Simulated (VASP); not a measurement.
A run of VASP 6.6.1 is set up as follows.

The input INCAR:

```
SYSTEM = GeSe
PREC = Accurate ; ENCUT = 520
EDIFF = 1E-8 ; ISMEAR = 0
SIGMA = 0.03 ; LREAL = .FALSE.
LASPH = .TRUE. ; NELM = 80
ALGO = Normal ; ISIF = 2
LWAVE = .FALSE. ; LCHARG = .FALSE.
GGA = PE ; LEPSILON = .TRUE.
KPAR = 2
```

Contents of KPOINTS:

```
regular mesh
0
Monkhorst
  4 10 8
  0 0 0
```

Contents of POSCAR:

```
GeSe                                    
1.0
   10.9655862498      0.0000000000      0.0000000000
    0.0000000000      3.8827657750      0.0000000000
    0.0000000000     -0.0000000000      4.4200472921
  Ge              Se            
     4     4
Direct
     0.1233927516312001    0.7500000000000000    0.8875163003595742
     0.6233927516312001    0.7500000000000000    0.6124836996404259
     0.3766072483687999    0.2500000000000000    0.3875163003595742
     0.8766072483687999    0.2500000000000000    0.1124836996404258
     0.8548942551904906    0.7500000000000000    0.5018587096336309
     0.3548942551904906    0.7500000000000000    0.9981412903663692
     0.6451057448095094    0.2500000000000000    0.0018587096336308
     0.1451057448095094    0.2500000000000000    0.4981412903663692
```

Potentials or basis: VASP PAW PBE potentials, release 64 (Ge_d, Se).

Launch:

```bash
$ cat potpaw_PBE.64/Ge_d/POTCAR potpaw_PBE.64/Se/POTCAR > POTCAR
$ mpirun -np 2 vasp_std > vasp.out
```

(1) Predict the electronic dielectric tensor (diagonal).

(2) What does it give for the Born charges (mean of the diagonal)?

Answers

(1) 14.84, 18.40, 16.51.

(2) Ge +2.91; Se -2.91 e.
